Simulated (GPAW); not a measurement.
Here is a GPAW 26.7.0 calculation.

Contents of run.py:

```python
from ase.dft.bandgap import bandgap
from ase.io import read, write
from ase.units import GPa
from gpaw import GPAW, PW, setup_paths

setup_paths.insert(0, '.')

atoms = read('POSCAR')

calc = GPAW(mode=PW(800),
            xc='BLYP',
            kpts={'size': (10, 10, 10), 'gamma': True},
            occupations={'name': 'improved-tetrahedron-method'},
            nbands=18,
            convergence={'density': 1e-05, 'energy': 1e-05},
            eigensolver='davidson',
            maxiter=150,
            txt='gpaw.txt')
atoms.calc = calc
energy = atoms.get_potential_energy()
forces = atoms.get_forces()
stress = atoms.get_stress()
calc.write('gs.gpw')
write('result.traj', atoms)
print(f'Energy: {energy:.6f} eV')
print('Forces (eV/A):')
print(forces.round(4))
print('Stress (GPa):', (stress / GPa).round(3))
print('Fermi level:', round(calc.get_fermi_level(), 4), 'eV')
print(f'Gap: {bandgap(calc)[0]:.4f} eV, direct: {bandgap(calc, direct=True)[0]:.4f} eV')
```

File POSCAR:

```
HfC
1.0
    0.0000000000      2.3250000000      2.3250000000
    2.3250000000      0.0000000000      2.3250000000
    2.3250000000      2.3250000000      0.0000000000
Hf C
1 1
Direct
    0.5000000000      0.5000000000      0.5000000000
    0.0000000000      0.0000000000      0.0000000000
```

Potentials or basis: PAW data sets generated in the run's folder for this functional, pw.

Command:

```console
$ gpaw-setup -f BLYP C Hf
$ OMP_NUM_THREADS=1 python run.py
```

Task: What does it give for the band gap on the k mesh?

Result: None (metal or under the smearing width).

Task: Estimate the pressure.

Result: 7.4 GPa.

Spin-orbit coupling is left out, which matters for the levels of Hf.
